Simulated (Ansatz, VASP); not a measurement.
# CuGePSe in two plane-wave programs, part 3 of 3

Wanted: the spread between two codes on one cell, functional and k mesh.  Valence electrons are named where the data sets of a main pair hold unlike numbers.

VASP 6.6.1 and Ansatz 0.2.0.

So far: VASP: single point, LDA; Comparison; Other set-ups; VASP: single point, PBE; Ansatz: single point, PBE; Side by side.

**9. What the set-up changes**

Further runs change the set-up of one program: Ansatz's method, potentials or start, or VASP's data sets, cutoff or form of LDA. The table gives Ansatz less VASP for each quantity, since a change that brings one quantity closer may part another.

```
                                        run  r.m.s. force difference (meV/Å)  work function, lower of the two faces (eV)  work function, higher of the two faces (eV)
                                   as above                               14                                      0.0090                                       -0.015
   Ansatz's larger PAW set (cutoff 1050 eV)                               13                                      0.0100                                       -0.015
norm-conserving potentials (cutoff 1252 eV)                               15                                       0.011                                      -0.0074
```

**10. VASP: single point, RPBE**

With cell and atoms fixed, the geometry can't cause a difference; cores, projectors, grids and the points listed under the comparison can.

Contents of INCAR:

```
SYSTEM = CuGePSe
PREC = Normal
ENCUT = 380
EDIFF = 1E-06
NELM = 120
ISMEAR = 0
SIGMA = 0.05
LREAL = .FALSE.
ALGO = Normal
GGA = RP
NBANDS = 44
LORBIT = 11
LWAVE = .FALSE.
LCHARG = .FALSE.
KPAR = 4
IDIPOL = 3
LDIPOL = .TRUE.
DIPOL = 0.5 0.5 0.502
LVHAR = .TRUE.
LVACPOTAV = .TRUE.
```

Contents of POSCAR:

```
CuGePSe
1.0
    3.9076160419      0.0000000000      0.0000000000
   -1.9538080210      3.3840947606      0.0000000000
    0.0000000000      0.0000000000     25.3416781228
Ge P Cu Se
2 2 2 2
Direct
    0.3333333300      0.6666666700      0.2959551400
    0.0000000000      0.0000000000      0.5472477900
    0.6666666700      0.3333333300      0.3335213800
    0.3333333300      0.6666666700      0.5848140300
    0.6666666700      0.3333333300      0.4217168100
    0.3333333300      0.6666666700      0.6730094600
    0.0000000000      0.0000000000      0.4527522100
    0.6666666700      0.3333333300      0.7040448600
```

Contents of KPOINTS:

```
Automatic mesh
0
Gamma
9 9 1
0 0 0
```

PAW data sets: Ge_d, P, Cu and Se (PBE family, release 64).

Run with:

```console
$ mpirun -np 4 vasp_std
```

Numbers of over 12 decimals in the logs are rounded to 6 here.

Output:

```text
[banner, memory and clock lines left out]
running    4 mpi-ranks, on    1 nodes
[...]
[... a notice as in an earlier step ...]

 LDA part: xc-table for (Slater+PW92), standard interpolation
 POSCAR, INCAR and KPOINTS ok, starting setup
[...]
entering main loop
       N       E                     dE             d eps       ncg     rms          rms(c)
DAV:   1     0.646659499780E+03    0.64666E+03   -0.27009E+04  1356   0.184E+03
DAV:   2     0.805091244295E+02   -0.56615E+03   -0.54723E+03  1084   0.523E+02
DAV:   3    -0.269575220433E+02   -0.10747E+03   -0.10526E+03  1560   0.191E+02
DAV:   4    -0.345331602664E+02   -0.75756E+01   -0.74650E+01  1320   0.567E+01
[...]
DAV:  29    -0.314853017661E+02   -0.37913E-05   -0.63264E-07   772   0.656E-03    0.100E-03
DAV:  30    -0.314853037649E+02   -0.19988E-05   -0.27236E-07   756   0.859E-03    0.852E-04
DAV:  31    -0.314853046929E+02   -0.92798E-06   -0.21719E-07   740   0.474E-03
 [... a notice as in an earlier step ...]

   1 F= -.31485305E+02 E0= -.31480561E+02  d E =-.948821E-02
```

Parts of OUTCAR (step 10):

```text
  Total       -0.3665552     -0.3665552      4.1137327      0.0000000      0.0000000     -0.0000000
  in kB       -1.7525087     -1.7525087     19.6678499      0.0000000      0.0000000     -0.0000000
  external PRESSURE =       5.3876108 kB  Pullay stress =       0.0000000 kB

 POSITION                                       TOTAL-FORCE (eV/Angst)
 -----------------------------------------------------------------------------------
     -0.00000      2.25606      7.50000         0.000000     -0.000000     -0.692551
      0.00000      0.00000     13.86818         0.000000     -0.000000      0.263476
      1.95381      1.12803      8.45199         0.000000     -0.000000      0.290519
     -0.00000      2.25606     14.82017        -0.000000     -0.000000     -0.053126
      1.95381      1.12803     10.68701        -0.000000      0.000000      0.243485
     -0.00000      2.25606     17.05519         0.000000     -0.000000      0.342555
      0.00000      0.00000     11.47350        -0.000000      0.000000     -0.442637
      1.95381      1.12803     17.84168        -0.000000     -0.000000      0.048279
 -----------------------------------------------------------------------------------
    total drift:                                0.000000      0.000023     -0.017912

  FREE ENERGIE OF THE ION-ELECTRON SYSTEM (eV)
  ---------------------------------------------------
  free  energy   TOTEN  =       -31.4853046929 eV

  energy  without entropy=      -31.4758164841  energy(sigma->0) =      -31.48056059

[... 2 parts as in an earlier step ...]

[... 1 further part left out ...]
[key lines of the parts left out:]
E-fermi :  -0.3656
```

**11. Ansatz: single point, RPBE**

The same cell, functional, mesh and smearing now go to Ansatz, which takes its cutoff from its data sets.

Contents of input.yaml:

```yaml
crystal:
  lattice:
    - [3.9076160419, 0.0, 0.0]
    - [-1.953808021, 3.3840947606, 0.0]
    - [0.0, 0.0, 25.3416781228]
  atoms:
    - { symbol: Ge, position: [0.33333333, 0.66666667, 0.29595514] }
    - { symbol: Ge, position: [0.0, 0.0, 0.54724779] }
    - { symbol: P, position: [0.66666667, 0.33333333, 0.33352138] }
    - { symbol: P, position: [0.33333333, 0.66666667, 0.58481403] }
    - { symbol: Cu, position: [0.66666667, 0.33333333, 0.42171681] }
    - { symbol: Cu, position: [0.33333333, 0.66666667, 0.67300946] }
    - { symbol: Se, position: [0.0, 0.0, 0.45275221] }
    - { symbol: Se, position: [0.66666667, 0.33333333, 0.70404486] }
hamiltonian:
  xc: rpbe
  pseudopotentials: { kind: paw }
kpoints:
  mp_grid: { grid: [9, 9, 1] }
scf:
  occupations: { method: gaussian, width: 0.05 }
  n_extra_bands: 6
efield:
  axis: 3
  dipole_correction: true
  ramp_width: 0.04
output:
  forces: true
  eigenvalues: true
```

Run with:

```console
$ ansatz run input.yaml --threads 4 --pin off --max-ram 9216MiB --backend cpu --events-out ev --progress --plain --runs-dir out
```

Output:

```text
[...]
Crystal: 8 atoms, lattice volume = 335.112 Å³
Basis set: ecut = 420 eV, 6589 PW (Γ), exchange–correlation on 54×54×360 points (8 copies of the dense FFT grid, shifted against one another)
Bands: 60, of which v1, the nominal top of the filled ones, is band 54 counted from 1 (53 counted from 0)
Symmetry: 6 space group operations
[...]
k-point 0: bands = [... 50 lower, 1.7172, 1.7172, 1.7464, 2.0378, 2.4807, 2.4807, 2.6787, 4.1846, ... 2 higher]
  k-point 1: bands = [... 50 lower, 1.4510, 1.5841, 1.7876, 2.2360, 2.2989, 2.4538, 3.0568, 4.1432, ... 2 higher]
  k-point 2: bands = [... 50 lower, 0.7932, 1.2374, 1.4145, 1.8727, 1.9835, 2.6672, 3.2127, 4.2935, ... 2 higher]
  k-point 11: bands = [... 50 lower, -0.0945, 0.2016, 0.3759, 1.0736, 1.2313, 3.2801, 4.6849, 5.1174, ... 2 higher]
[key lines of the parts left out:]
SCF converged after 12 iterations
Free energy (F): -34330.410755 eV
Fermi energy:    1.576375 eV
Dipole field:    D = -0.049756 V/Å  (p = -0.092145 e·Å, saw-weighted, corrected)
Work function:   Φ+ = 5.8786 eV   Φ− = 4.6177 eV
```

Elapsed: 3.8 s, on 4 threads of Intel Xeon 6975P-C (Granite Rapids), shared host; peak memory 0.93 GiB; 14 s of CPU time.

**12. Differences**

What differs besides the data sets and the points named for the pairs above, as far as they apply: the data sets hold 108 valence electrons in Ansatz (on its default PAW (the set named soft_2) files) and 72 in VASP. Total energies have different zeros and are not compared.

The two programs side by side:

```
                                   quantity  Ansatz  VASP  difference
 work function, lower of the two faces (eV)    4.62  4.61       +0.01
work function, higher of the two faces (eV)    5.88  5.89       -0.01
```

Forces (eV/Å; atoms numbered as in POSCAR):

```
atom        Ansatz x, y, z          VASP x, y, z
 Ge1  0.000, 0.000, -0.697  0.000, 0.000, -0.693
 Ge2   0.000, 0.000, 0.261   0.000, 0.000, 0.263
  P3   0.000, 0.000, 0.318   0.000, 0.000, 0.291
  P4  0.000, 0.000, -0.008  0.000, 0.000, -0.053
 Cu5   0.000, 0.000, 0.256   0.000, 0.000, 0.243
 Cu6   0.000, 0.000, 0.323   0.000, 0.000, 0.343
 Se7  0.000, 0.000, -0.482  0.000, 0.000, -0.443
 Se8   0.000, 0.000, 0.029   0.000, 0.000, 0.048
```

The forces differ by 15 meV/Å r.m.s., which is 7.2 % of the r.m.s. force of 0.205 eV/Å (both taken over all components). VASP's log warns that it found no field-free region in the vacuum, so its work functions are uncertain. With vacuum in the cell, a pressure given here is an average over mostly empty space and none of the material.

**13. Further runs**

Further runs change the set-up of one program: Ansatz's method, potentials or start, or VASP's data sets, cutoff or form of LDA. The table gives Ansatz less VASP for each quantity, since a change that brings one quantity closer may part another.

```
                                        run  r.m.s. force difference (meV/Å)  work function, lower of the two faces (eV)  work function, higher of the two faces (eV)
                                   as above                               15                                      0.0091                                       -0.014
                       cores kept as stored                               15                                      0.0083                                       -0.014
   Ansatz's larger PAW set (cutoff 1050 eV)                               14                                       0.011                                       -0.014
norm-conserving potentials (cutoff 1252 eV)                               17                                      0.0062                                       -0.021
```

**14. Summary of results**

```json
{"r.m.s. force difference (single point, LDA)": "8.4 % of the r.m.s. force", "r.m.s. force difference (single point, PBE)": "6.6 % of the r.m.s. force", "r.m.s. force difference (single point, RPBE)": "7.2 % of the r.m.s. force"}
```

The r.m.s. force difference is 8.4 % of the r.m.s. force (single point, LDA), beyond the 3 % picked in this series as the mark of a large difference. The data sets hold unlike numbers of valence electrons (108 in Ansatz and 72 in VASP), so part of the differences comes from the potentials. Single point, LDA, cores kept as stored: the difference in work function, lower of the two faces goes from -0.0046 to -6.4e-4 eV. Single point, LDA, Ansatz's larger PAW set (cutoff 1050 eV): the difference in work function, lower of the two faces goes from -0.0046 to -0.0061 eV. Single point, LDA, norm-conserving potentials (cutoff 1252 eV): r.m.s. force difference goes from 19 to 27 meV/Å; the difference in work function, lower of the two faces goes from -0.0046 to 0.0027 eV. Single point, PBE, norm-conserving potentials (cutoff 1252 eV): the difference in work function, higher of the two faces goes from -0.015 to -0.0074 eV. Single point, RPBE, norm-conserving potentials (cutoff 1252 eV): the difference in work function, lower of the two faces goes from 0.0091 to 0.0062 eV; the difference in work function, higher of the two faces goes from -0.014 to -0.021 eV. 1 further run of this series is not shown here. How closely two codes agree says nothing of how well the functional describes the real material.

[Lines on the potential files, build, host, timing and source positions are cut from VASP's logs without a mark.]

[Logs are printed without paths, hosts, clocks, repeated set-up lines and the standing remarks that a program may print on its own settings, such as how far it seeks lower states.]

[Hosts, paths, dates, database ids (printed as entryN), source tags and the programs' standing remarks are cut or masked in the printed files.]
